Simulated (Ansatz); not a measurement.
Write a Python script for the Python package of Ansatz (0.2.0) that makes a band structure of CuI, space group P4/nmm. Level of theory: r2SCAN, PAW, the default cutoff (500 eV here), 4×4×4 k-points, fixed occupations.

```
CELL_PARAMETERS angstrom
4.02290 0.00000 0.00000
0.00000 4.02290 0.00000
0.00000 0.00000 5.65060
ATOMIC_POSITIONS crystal
Cu 0.00000 0.00000 0.00000
Cu 0.50000 0.50000 0.00000
I 0.00000 0.50000 0.29130
I 0.50000 0.00000 0.70870
```

`run_bands.py`:
```python
"""Band structure of CuI."""

import ansatz as az
from ase import Atoms
import numpy as np

atoms = Atoms(
    ["Cu", "Cu", "I", "I"],
    scaled_positions=[
        [0.0, 0.0, 0.0],
        [0.5, 0.5, 0.0],
        [0.0, 0.5, 0.2913],
        [0.5, 0.0, 0.7087],
    ],
    cell=[
        [4.0229, 0.0, 0.0],
        [0.0, 4.0229, 0.0],
        [0.0, 0.0, 5.6506],
    ],
    pbc=True,
)
crystal = az.Crystal.from_ase(atoms)

# vertices of the path, as fractions of the reciprocal vectors
path = [
    ("G", (0.0, 0.0, 0.0)),
    ("X", (0.0, 0.5, 0.0)),
    ("M", (0.5, 0.5, 0.0)),
    ("G", (0.0, 0.0, 0.0)),
    ("Z", (0.0, 0.0, 0.5)),
    ("R", (0.0, 0.5, 0.5)),
    ("A", (0.5, 0.5, 0.5)),
]
setup = (
    crystal.calculation()
    .functional("r2SCAN")
    .scf(tolerance=1e-10)
    .occupations(az.OccupationsMethod.FIXED)  # no smearing
    .kpoints(4)  # the mesh must be finer for metals
    .band_structure([point for _, point in path], intervals=6)  # levels along the path at the converged density
    .scf(extra_bands=6)
)
planned = setup.session().plan(threads=1)
facts = planned.describe()
print("plan:", facts["n_bands"], "bands,", len(facts["kpoints_frac"]), "k-points, plane waves", facts["n_pw_range"], "grid", facts["fft_dense"])
done = planned.execute()
r = done.report

n_atoms = len(r["lattice"]["sites"])
print("F =", round(r["free_energy_ev"], 4), "eV for", n_atoms, "atoms")
print("E(sigma -> 0) =", round(r["energy_sigma0_ev"], 4), "eV, TS =", round(r["entropy_ts_ev"], 5), "eV")
print("closed by", r["closed_by"], "after", r["n_iterations"], "iterations")

bands = done.band_structure()
fermi = bands.fermi_energy_ev
print(f"zero of the bands: {fermi:.3f} eV, the Fermi level found on the SCF mesh")
levels = bands.channels[0].eigenvalues_ev - fermi
filled = round(r["n_electrons"]) // 2
valence, conduction = levels[:, filled - 1], levels[:, filled]
print("k (fractions)              top valence  bottom conduction (eV)")
for k, lo, hi in zip(bands.kpoints_frac, valence, conduction):
    print(f"{k[0]:7.3f} {k[1]:7.3f} {k[2]:7.3f} {lo:12.3f} {hi:13.3f}")
print(f"on this path: least direct gap {np.min(conduction - valence):.3f} eV, least gap {conduction.min() - valence.max():.3f} eV")
```

```console
$ python run_bands.py
DeckWarning: basis.ecutwfc = 500 eV, auto-derived from the records' recommended cutoffs: set by Cu (their level for a meta-GGA)
plan: 42 bands, 18 k-points, plane waves [2304, 2348] grid [30, 30, 45]
F = -28318.9587 eV for 4 atoms
E(sigma -> 0) = -28318.9587 eV, TS = 0.0 eV
closed by deck_thresholds after 11 iterations
zero of the bands: 10.938 eV, the Fermi level found on the SCF mesh
k (fractions)              top valence  bottom conduction (eV)
  0.000   0.000   0.000        0.000         2.100
  0.000   0.083   0.000       -0.026         2.382
  0.000   0.167   0.000       -0.105         2.929
  0.000   0.250   0.000       -0.240         3.345
  0.000   0.333   0.000       -0.426         3.572
  0.000   0.417   0.000       -0.650         3.938
  0.000   0.500   0.000       -0.890         4.335
  0.083   0.500   0.000       -1.005         4.432
  0.167   0.500   0.000       -1.222         3.957
  0.250   0.500   0.000       -1.378         3.389
  0.333   0.500   0.000       -1.466         2.897
  0.417   0.500   0.000       -1.515         2.573
  0.500   0.500   0.000       -1.531         2.466
  0.417   0.417   0.000       -1.486         2.533
  0.333   0.333   0.000       -1.397         2.735
  0.250   0.250   0.000       -1.093         3.061
  0.167   0.167   0.000       -0.608         3.397
  0.083   0.083   0.000       -0.181         2.631
  0.000   0.000   0.000        0.000         2.100
  0.000   0.000   0.083       -0.055         2.206
  0.000   0.000   0.167       -0.204         2.492
  0.000   0.000   0.250       -0.410         2.890
  0.000   0.000   0.333       -0.627         3.180
  0.000   0.000   0.417       -0.804         3.360
  0.000   0.000   0.500       -0.877         3.491
  0.000   0.083   0.500       -0.869         3.581
  0.000   0.167   0.500       -0.845         3.544
  0.000   0.250   0.500       -0.812         3.269
  0.000   0.333   0.500       -0.780         2.868
  0.000   0.417   0.500       -0.765         2.566
  0.000   0.500   0.500       -0.783         2.505
  0.083   0.500   0.500       -0.660         2.745
  0.167   0.500   0.500       -0.741         3.285
  0.250   0.500   0.500       -0.955         3.867
  0.333   0.500   0.500       -1.170         4.382
  0.417   0.500   0.500       -1.298         4.746
  0.500   0.500   0.500       -1.336         4.901
on this path: least direct gap 2.100 eV, least gap 2.100 eV
```
(Warnings from the package without file and line.)

Notes:
- Total energies depend on the potentials; only differences at equal settings carry meaning. A total without «per atom» is that of the cell as typed.
- Semilocal gaps usually lie well under measured ones.
- The computed bands are complete only to about 5.5 eV above the Fermi level.
- Under fixed occupations the level called the Fermi level is the highest filled one on the SCF mesh; off the mesh a filled band can lie a little above it.
- Without a Hubbard U or exact exchange, semilocal functionals often make such 3d compounds metallic or too weakly gapped.
- The structure is a deposited one; some such entries were measured under pressure or heat, so a shift against it needn't be the functional's error alone.
- Levels are Kohn-Sham eigenvalues on this mesh, without spin-orbit coupling.
- Timing: 21 s on 1 thread of Intel(R) Xeon(R) Platinum 8259CL CPU @ 2.50GHz (Skylake/Cascade Lake), with other jobs on the host, peak memory 0.6 GiB.
